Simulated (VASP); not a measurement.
# Ag in VASP: notebook

The runs below take Ag through single point, relaxation of the atoms, with PBE.

All numbers are computed with VASP 6.6.1; they aren't measurements. Logs are shortened: lines on timing, memory, paths and dates and some standing lists are left out, and cuts for length are marked.

## Step 1: The slab as given

The cell holds a slab with vacuum, 10 atoms: a = 2.931 Å, b = 4.146 Å, c = 28.192 Å, α = 90.00°, β = 90.00°, γ = 90.00°.

The slab is cut from a database's or a generator's crystal, which needn't be the stable form of the element.

## Step 2: Single point, PBE

The input, INCAR:

```
SYSTEM = Ag
PREC = Accurate ; ENCUT = 520
EDIFF = 1E-6 ; ISMEAR = 1
SIGMA = 0.1 ; LREAL = .False.
LASPH = .True. ; NELM = 80
ALGO = Fast ; ISIF = 2
LWAVE = .False. ; LCHARG = .False.
LDIPOL = .True. ; IDIPOL = 3
DIPOL = 0.5 0.5 0.500 ; GGA = PE
LVHAR = .True. ; LVACPOTAV = .True.
ICORELEVEL = 1 ; KPAR = 4
```

The input, KPOINTS:

```
regular mesh
0
Gamma
  13 9 1
  0 0 0
```

The input, POSCAR:

```
Ag
1.0
    2.9314808700      0.0000000000      0.0000000000
    0.0000000000      4.1457400000      0.0000000000
    0.0000000000      0.0000000000     28.1916639000
Ag
10
Direct
    0.5000000000      0.5000000000      0.2660360900
    0.0000000000      0.0000000000      0.3180280700
    0.5000000000      0.5000000000      0.3700200500
    0.0000000000      0.0000000000      0.4220120300
    0.5000000000      0.5000000000      0.4740040100
    0.0000000000      0.0000000000      0.5259959900
    0.5000000000      0.5000000000      0.5779879700
    0.0000000000      0.0000000000      0.6299799500
    0.5000000000      0.5000000000      0.6819719300
    0.0000000000      0.0000000000      0.7339639100
```

Potentials or basis: VASP PAW PBE potentials, release 64 (Ag).

Launch:

```
cat potpaw_PBE.64/Ag/POTCAR > POTCAR
mpirun -np 4 vasp_std > vasp.out
```

OUTCAR:

```text
SYSTEM = Ag
   PREC = Accurate
   ENCUT = 520
   EDIFF = 1E-6
   ISMEAR = 1
   LREAL = .False.
   LASPH = .True.
   NELM = 80
   ISIF = 2
   GGA = PE

 ion  position               nearest neighbor table
   1  0.500  0.500  0.266-   3 2.93   2 2.93   2 2.93   2 2.93   2 2.93
   2  0.000  0.000  0.318-   4 2.93   1 2.93   1 2.93   1 2.93   1 2.93   3 2.93   3 2.93   3 2.93
                             3 2.93
   3  0.500  0.500  0.370-   1 2.93   5 2.93   4 2.93   4 2.93   4 2.93   4 2.93   2 2.93   2 2.93
                             2 2.93   2 2.93
   4  0.000  0.000  0.422-   2 2.93   6 2.93   3 2.93   3 2.93   3 2.93   3 2.93   5 2.93   5 2.93
                             5 2.93   5 2.93
   5  0.500  0.500  0.474-   3 2.93   7 2.93   6 2.93   6 2.93   6 2.93   6 2.93   4 2.93   4 2.93
                             4 2.93   4 2.93
   6  0.000  0.000  0.526-   4 2.93   8 2.93   5 2.93   5 2.93   5 2.93   5 2.93   7 2.93   7 2.93
                             7 2.93   7 2.93
   7  0.500  0.500  0.578-   5 2.93   9 2.93   8 2.93   8 2.93   8 2.93   8 2.93   6 2.93   6 2.93
                             6 2.93   6 2.93
   8  0.000  0.000  0.630-   6 2.93  10 2.93   7 2.93   7 2.93   7 2.93   7 2.93   9 2.93   9 2.93
                             9 2.93   9 2.93
   9  0.500  0.500  0.682-   7 2.93  10 2.93  10 2.93  10 2.93  10 2.93   8 2.93   8 2.93   8 2.93
                             8 2.93
  10  0.000  0.000  0.734-   8 2.93   9 2.93   9 2.93   9 2.93   9 2.93

  LATTYP: Found a simple orthorhombic cell.
 ALAT       =     2.9314808700
 B/A-ratio  =     1.4142135609
 C/A-ratio  =     9.6168677710

  Lattice vectors:

 A1 = (   2.9314808700,   0.0000000000,   0.0000000000)
 A2 = (   0.0000000000,   4.1457400000,   0.0000000000)
 A3 = (   0.0000000000,   0.0000000000,  28.1916639000)

Analysis of symmetry for initial positions (statically):
=====================================================================
 Subroutine PRICEL returns:
 Original cell was already a primitive cell.

 Routine SETGRP: Setting up the symmetry group for a
 simple orthorhombic supercell.

 Subroutine GETGRP returns: Found  8 space group operations
 (whereof  4 operations were pure point group operations)
 out of a pool of  8 trial point group operations.

The static configuration has the point symmetry C_2v.
 The point group associated with its full space group is D_2h.

Analysis of symmetry for dynamics (positions and initial velocities):
=====================================================================
 Subroutine PRICEL returns:
 Original cell was already a primitive cell.

 Routine SETGRP: Setting up the symmetry group for a
 simple orthorhombic supercell.

 Subroutine GETGRP returns: Found  8 space group operations
 (whereof  4 operations were pure point group operations)
 out of a pool of  8 trial point group operations.

The dynamic configuration has the point symmetry C_2v.
 The point group associated with its full space group is D_2h.

 Subroutine INISYM returns: Found  8 space group operations
 (whereof  4 operations are pure point group operations),
 and found     1 'primitive' translations

----------------------------------------------------------------------------------------

                                     Primitive cell

  volume of cell :     342.6177

  direct lattice vectors                    reciprocal lattice vectors
     2.931480870  0.000000000  0.000000000     0.341124518  0.000000000  0.000000000
     0.000000000  4.145740000  0.000000000     0.000000000  0.241211460  0.000000000
     0.000000000  0.000000000 28.191663900     0.000000000  0.000000000  0.035471479

  length of vectors
     2.931480870  4.145740000 28.191663900     0.341124518  0.241211460  0.035471479

  position of ions in fractional coordinates (direct lattice)
     0.500000000  0.500000000  0.266036090
     0.000000000  0.000000000  0.318028070
     0.500000000  0.500000000  0.370020050
     0.000000000  0.000000000  0.422012030
     0.500000000  0.500000000  0.474004010
     0.000000000  0.000000000  0.525995990
     0.500000000  0.500000000  0.577987970
     0.000000000  0.000000000  0.629979950
     0.500000000  0.500000000  0.681971930
     0.000000000  0.000000000  0.733963910

  ion indices of the primitive-cell ions
   primitive index   ion index
                 1           1
                 2           2
                 3           3
                 4           4
                 5           5
                 6           6
                 7           7
                 8           8
                 9           9
                10          10

----------------------------------------------------------------------------------------

 KPOINTS: regular mesh

Automatic generation of k-mesh.
 Grid dimensions read from file:
 generate k-points for:   13    9    1

 Generating k-lattice:

  Cartesian coordinates                     Fractional coordinates (reciprocal lattice)
[... 78 lines left out ...]
 Methfessel and Paxton  Order N= 1 SIGMA  =   0.10
  energy-cutoff  :      520.00
  volume of cell :      342.62
 maximum number of plane-waves:      9305
 NGX is ok and might be reduce to    24
   NGX = 11   NGY = 15   NGZ =105

 dipolmoment           0.000000      0.000000      0.000000 electrons x Angstroem

 number of electron     110.0000044 magnetization

 dipolmoment           0.000000      0.000000     -0.000000 electrons x Angstroem

 Free energy of the ion-electron system (eV)
  ---------------------------------------------------
  ext. energy  EPLUGINS =         0.00000000
  ---------------------------------------------------
  free energy    TOTEN  =       -25.83376791 eV

  energy without entropy =      -25.83090970  energy(sigma->0) =      -25.83281517

 the core state eigenenergies are
   1-  1s -25319.6660  2s  -3723.3015  2p  -3338.8082  3s   -678.2168  3p   -551.9834
       3d   -353.0633  4s    -89.4819  4p    -52.9535
   2-  1s -25320.0675  2s  -3723.7259  2p  -3339.2317  3s   -678.6099  3p   -552.3765
       3d   -353.4613  4s    -89.8055  4p    -53.2599
   3-  1s -25320.1049  2s  -3723.7692  2p  -3339.2743  3s   -678.6576  3p   -552.4242
       3d   -353.5088  4s    -89.8612  4p    -53.3165
   4-  1s -25320.1416  2s  -3723.8068  2p  -3339.3120  3s   -678.6904  3p   -552.4570
       3d   -353.5422  4s    -89.8842  4p    -53.3374
   5-  1s -25320.1360  2s  -3723.8015  2p  -3339.3066  3s   -678.6857  3p   -552.4523
       3d   -353.5375  4s    -89.8808  4p    -53.3343
   6-  1s -25320.1360  2s  -3723.8015  2p  -3339.3066  3s   -678.6857  3p   -552.4523
       3d   -353.5375  4s    -89.8808  4p    -53.3343
   7-  1s -25320.1416  2s  -3723.8068  2p  -3339.3120  3s   -678.6904  3p   -552.4570
       3d   -353.5422  4s    -89.8842  4p    -53.3374
   8-  1s -25320.1049  2s  -3723.7692  2p  -3339.2743  3s   -678.6576  3p   -552.4242
       3d   -353.5088  4s    -89.8612  4p    -53.3165
   9-  1s -25320.0675  2s  -3723.7259  2p  -3339.2317  3s   -678.6099  3p   -552.3765
       3d   -353.4613  4s    -89.8055  4p    -53.2599
  10-  1s -25319.6660  2s  -3723.3015  2p  -3338.8082  3s   -678.2168  3p   -551.9834
       3d   -353.0633  4s    -89.4819  4p    -52.9535

 E-fermi :   2.0682     XC(G=0):  -6.8708

 val. band max:        2.0477704217   @ k =   0.0769   0.4444   0.0000
 cond. band min:       2.0744114299   @ k =   0.0769   0.3333   0.0000
 fundamental gap:      0.0266410081
 Fermi energy:         2.0681955125

 k-point     1 :       0.0000    0.0000    0.0000
  band No.  band energies     occupation
      1      -5.2016      2.00000
      2      -4.6866      2.00000
      3      -4.0098      2.00000
      4      -3.9827      2.00000
      5      -3.8737      2.00000
      6      -3.8159      2.00000
[... 58 lines left out ...]
     65       7.8716      0.00000
     66       8.1079      0.00000

 k-point     2 :       0.0769    0.0000    0.0000
  band No.  band energies     occupation
      1      -5.0837      2.00000
      2      -4.5753      2.00000
      3      -3.9417      2.00000
      4      -3.8926      2.00000
      5      -3.8271      2.00000
      6      -3.7410      2.00000
[... 1576 lines left out ...]
     65       7.2392      0.00000
     66       7.8851      0.00000

 [... further k-points ...]

------------------------ aborting loop because EDIFF is reached ----------------------------------------

  FORCE on cell =-STRESS in cart. coord.  units (eV):
  Direction    XX          YY          ZZ          XY          YZ          ZX
  --------------------------------------------------------------------------------------
  -------------------------------------------------------------------------------------
  Total       -2.1963916     -1.4533979     -0.8130513      0.0000000      0.0000000      0.0000000
  in kB      -10.2709480     -6.7964992     -3.8020577      0.0000000      0.0000000      0.0000000
  external PRESSURE =      -6.9565016 kB  Pullay stress =       0.0000000 kB

 VOLUME and BASIS-vectors are now :
 -----------------------------------------------------------------------------
  energy-cutoff  :      520.00
  volume of cell :      342.62
      direct lattice vectors                 reciprocal lattice vectors
     2.931480870  0.000000000  0.000000000     0.341124518  0.000000000  0.000000000
     0.000000000  4.145740000  0.000000000     0.000000000  0.241211460  0.000000000
     0.000000000  0.000000000 28.191663900     0.000000000  0.000000000  0.035471479

 POSITION                                       TOTAL-FORCE (eV/Angst)
 -----------------------------------------------------------------------------------
      1.46574      2.07287      7.50000         0.000000      0.000000      0.269485
      0.00000      0.00000      8.96574         0.000000      0.000000     -0.257660
      1.46574      2.07287     10.43148         0.000000      0.000000     -0.006001
      0.00000      0.00000     11.89722         0.000000      0.000000     -0.028029
      1.46574      2.07287     13.36296         0.000000      0.000000     -0.011747
      0.00000      0.00000     14.82870         0.000000      0.000000      0.011747
      1.46574      2.07287     16.29444         0.000000      0.000000      0.028029
      0.00000      0.00000     17.76018         0.000000      0.000000      0.006001
      1.46574      2.07287     19.22592         0.000000      0.000000      0.257660
      0.00000      0.00000     20.69166         0.000000      0.000000     -0.269485
 -----------------------------------------------------------------------------------
    total drift:                                0.000000     -0.000000     -0.000000

  FREE ENERGIE OF THE ION-ELECTRON SYSTEM (eV)
  ---------------------------------------------------
  free  energy   TOTEN  =       -25.8337679114 eV

  energy  without entropy=      -25.8309096981  energy(sigma->0) =      -25.83281517

 vacuum level on the upper side and lower side of the slab         6.271         6.271
```

Run time: 5 min. Hardware: 4 MPI ranks of Intel Xeon Platinum 8488C (Sapphire Rapids), shared host; peak memory 0.75 GiB.

Results:

```
Free energy                     : -25.8338 eV
Largest force                   : 0.269 eV/Å
Band gap on the k mesh          : none (metal or under the smearing width)
Work function of the upper face : 4.20 eV
Work function of the lower face : 4.20 eV
```

Forces on the atoms (eV/Å):
```
Ag   0.000  0.000  0.269
Ag   0.000  0.000 -0.258
Ag   0.000  0.000 -0.006
Ag   0.000  0.000 -0.028
Ag   0.000  0.000 -0.012
Ag   0.000  0.000  0.012
Ag   0.000  0.000  0.028
Ag   0.000  0.000  0.006
Ag   0.000  0.000  0.258
Ag   0.000  0.000 -0.269
```

Levels at points of the mesh, in eV from the Fermi level:
```csv
k point,band 52,band 53,band 54,band 55,band 56,band 57,band 58,band 59
"(0.00, 0.00, 0.00)",-2.82,-2.77,-2.77,-1.77,-0.48,0.97,2.01,2.47
```

Core levels (eV, on the scale of the bands):
```tsv
atom	levels
1 Ag	1s -25319.7, 2s -3723.3, 2p -3338.8, 3s -678.2, 3p -552.0, 3d -353.1, 4s -89.5, 4p -53.0
2 Ag	1s -25320.1, 2s -3723.7, 2p -3339.2, 3s -678.6, 3p -552.4, 3d -353.5, 4s -89.8, 4p -53.3
3 Ag	1s -25320.1, 2s -3723.8, 2p -3339.3, 3s -678.7, 3p -552.4, 3d -353.5, 4s -89.9, 4p -53.3
4 Ag	1s -25320.1, 2s -3723.8, 2p -3339.3, 3s -678.7, 3p -552.5, 3d -353.5, 4s -89.9, 4p -53.3
5 Ag	1s -25320.1, 2s -3723.8, 2p -3339.3, 3s -678.7, 3p -552.5, 3d -353.5, 4s -89.9, 4p -53.3
6 Ag	1s -25320.1, 2s -3723.8, 2p -3339.3, 3s -678.7, 3p -552.5, 3d -353.5, 4s -89.9, 4p -53.3
```

## Step 3: Relaxation of the atoms, PBE

The input, INCAR:

```
  PREC = Accurate
  ENCUT = 520
  EDIFF = 1E-6
  ISMEAR = 1
  SIGMA = 0.1
  LREAL = False
  LASPH = True
  NELM = 80
  ALGO = Normal
  ISIF = 2
  LWAVE = False
  LCHARG = False
  LDIPOL = True
  IDIPOL = 3
  DIPOL = 0.5 0.5 0.500
  GGA = PE
  IBRION = 2
  NSW = 80
  EDIFFG = -0.02
  KPAR = 4
```

The input, KPOINTS:

```
Automatic mesh
0
Gamma
  13 9 1
```

POSCAR is that of step 2.

Potentials or basis: VASP PAW PBE potentials, release 64 (Ag).

Launch:

```
cat potpaw_PBE.64/Ag/POTCAR > POTCAR
mpirun -np 4 vasp_std > vasp.out
```

Wall time 15 min (4 MPI ranks of Intel Xeon Platinum 8488C (Sapphire Rapids), shared host); peak memory 0.78 GiB.

It converged, with:

```yaml
Free_energy: -25.8704 eV
Energy_gained_by_relaxing: 3.7 meV/atom
Ionic_steps: 7
Largest_force_after_relaxing: 0.013 eV/Å
Band_gap_on_the_k_mesh: none (metal or under the smearing width)
```

Forces on the atoms (eV/Å):
```
Ag   0.000  0.000  0.013
Ag   0.000  0.000  0.010
Ag   0.000  0.000  0.002
Ag   0.000  0.000 -0.003
Ag   0.000  0.000  0.009
Ag   0.000  0.000 -0.009
Ag   0.000  0.000  0.003
Ag   0.000  0.000 -0.002
Ag   0.000  0.000 -0.010
Ag   0.000  0.000 -0.013
```

The path:
```tsv
step	energy change (eV)	largest force (eV/Å)	pressure (GPa)
1	0.0000	0.2695	-0.70
2	-0.0123	0.2242	-0.66
3	-0.0339	0.0742	-0.53
4	-0.0358	0.0492	-0.46
5	-0.0358	0.0489	-0.46
6	-0.0364	0.0246	-0.45
7	-0.0366	0.0129	-0.45
```

Final structure:
```xyz
10
Lattice="2.9315 0.0000 0.0000 0.0000 4.1457 0.0000 0.0000 0.0000 28.1917" Properties=species:S:1:pos:R:3 pbc="T T T"
Ag    1.4657    2.0729    7.5698
Ag    0.0000    0.0000    8.9031
Ag    1.4657    2.0729   10.4362
Ag    0.0000    0.0000   11.8820
Ag    1.4657    2.0729   13.3582
Ag    0.0000    0.0000   14.8334
Ag    1.4657    2.0729   16.3097
Ag    0.0000    0.0000   17.7554
Ag    1.4657    2.0729   19.2885
Ag    0.0000    0.0000   20.6218
```

Levels at points of the mesh, in eV from the Fermi level:
```csv
k point,band 51,band 52,band 53,band 54,band 55,band 56,band 57,band 58,band 59,band 60
"(0.00, 0.00, 0.00)",-2.92,-2.80,-2.78,-2.76,-1.73,-0.47,1.01,2.01,2.61,2.93
```

## Step 4: Single point, PBE

The input, INCAR:

```
SYSTEM = Ag
PREC = Accurate ; ENCUT = 520
EDIFF = 1E-6 ; ISMEAR = 1
SIGMA = 0.1 ; LREAL = .False.
LASPH = .True. ; NELM = 80
ALGO = Fast ; ISIF = 2
LWAVE = .False. ; LCHARG = .False.
LDIPOL = .True. ; IDIPOL = 3
DIPOL = 0.5 0.5 0.500 ; GGA = PE
LVHAR = .True. ; LVACPOTAV = .True.
ICORELEVEL = 1 ; KPAR = 4
```

The input, KPOINTS:

```
regular mesh
0
Gamma
  13 9 1
  0 0 0
```

The input, POSCAR:

```
Ag                                      
1.0
    2.9314808700      0.0000000000      0.0000000000
    0.0000000000      4.1457400000      0.0000000000
    0.0000000000      0.0000000000     28.1916639000
  Ag            
    10
Direct
     0.5000000000000000    0.5000000000000000    0.2685126593856941
     0.0000000000000000    0.0000000000000000    0.3158067769347141
     0.5000000000000000    0.5000000000000000    0.3701882293719824
     0.0000000000000000    0.0000000000000000    0.4214709965729298
     0.5000000000000000    0.5000000000000000    0.4738366557717210
     0.0000000000000000    0.0000000000000000    0.5261633442282789
     0.5000000000000000    0.5000000000000000    0.5785290034270704
     0.0000000000000000    0.0000000000000000    0.6298117706280175
     0.5000000000000000    0.5000000000000000    0.6841932230652858
     0.0000000000000000    0.0000000000000000    0.7314873406143059
```

Launch:

```
cat potpaw_PBE.64/Ag/POTCAR > POTCAR
mpirun -np 4 vasp_std > vasp.out
```

Wall time 5 min (4 MPI ranks of Intel Xeon Platinum 8488C (Sapphire Rapids), shared host); peak memory 0.75 GiB.

Results (log left out):

* Free energy: -25.8704 eV
* Largest force: 0.013 eV/Å
* Band gap on the k mesh: none (metal or under the smearing width)
* Work function of the upper face: 4.21 eV
* Work function of the lower face: 4.21 eV

Forces in eV/Å, atoms in the order of the input:
```
Ag   0.000  0.000  0.013
Ag   0.000  0.000  0.010
Ag   0.000  0.000  0.001
Ag   0.000  0.000 -0.003
Ag   0.000  0.000  0.009
Ag   0.000  0.000 -0.009
Ag   0.000  0.000  0.003
Ag   0.000  0.000 -0.001
Ag   0.000  0.000 -0.010
Ag   0.000  0.000 -0.013
```

Levels at points of the mesh, in eV from the Fermi level:
```csv
k point,band 51,band 52,band 53,band 54,band 55,band 56,band 57,band 58,band 59,band 60
"(0.00, 0.00, 0.00)",-2.92,-2.80,-2.78,-2.76,-1.73,-0.47,1.01,2.01,2.61,2.93
```

Core levels (eV, on the scale of the bands):
```csv
atom,levels
1 Ag,"1s -25319.7, 2s -3723.4, 2p -3338.9, 3s -678.3, 3p -552.1, 3d -353.1, 4s -89.5, 4p -53.0"
2 Ag,"1s -25320.1, 2s -3723.7, 2p -3339.3, 3s -678.6, 3p -552.4, 3d -353.5, 4s -89.8, 4p -53.3"
3 Ag,"1s -25320.1, 2s -3723.8, 2p -3339.3, 3s -678.7, 3p -552.4, 3d -353.5, 4s -89.9, 4p -53.3"
4 Ag,"1s -25320.1, 2s -3723.8, 2p -3339.3, 3s -678.7, 3p -552.5, 3d -353.5, 4s -89.9, 4p -53.3"
5 Ag,"1s -25320.1, 2s -3723.8, 2p -3339.3, 3s -678.7, 3p -552.4, 3d -353.5, 4s -89.9, 4p -53.3"
6 Ag,"1s -25320.1, 2s -3723.8, 2p -3339.3, 3s -678.7, 3p -552.4, 3d -353.5, 4s -89.9, 4p -53.3"
```
